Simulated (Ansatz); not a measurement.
Runs of Ansatz 0.2.0 on Mg. Symmetry: P6_3/mmc, No. 194, hexagonal system. The conventional cell has a = 3.177 Å, b = 3.177 Å, c = 10.319 Å, α = 90.00°, β = 90.00°, γ = 120.00°. Around Mg (site symmetry -6m2) lie 12 Mg at 3.17 to 3.18 Å. Around Mg (site symmetry -3m) lie 12 Mg at 3.17 to 3.18 Å. 

| level | gap on the mesh (eV) | pressure (GPa) | relaxed volume (Å³/atom) |
| --- | --- | --- | --- |
| PBEsol | none | 0.0 | 22.66 |
| PBEsol+D4 | none | 0.0 | (a) |
| PBEsol+D3(BJ) | none | 0.0 | 21.47 |
| PBEsol+D3(BJ)-ATM | none | 0.0 | 21.61 |

Alike in all rows: task relaxation of cell and atoms; potentials or basis Ansatz PAW; no spin polarisation; cell relaxed; k mesh 10 × 10 × 3; cutoff (eV) 420; smearing fermi-dirac 0.05 eV.

**Question.** Fill in the values left out.

**Answer.** (a) 22.47.

Caveats: the plane-wave basis is chosen anew once the cell has moved, so the energies of steps on either side of that aren't comparable; the PAW data sets come from PBE, with cores solved anew for the run's functional, which leaves a small shift of forces and pressure; pairwise dispersion overbinds metals, which lowers pressure and volume (some runs).

A gap of «none» marks a metal or a gap under the smearing width.
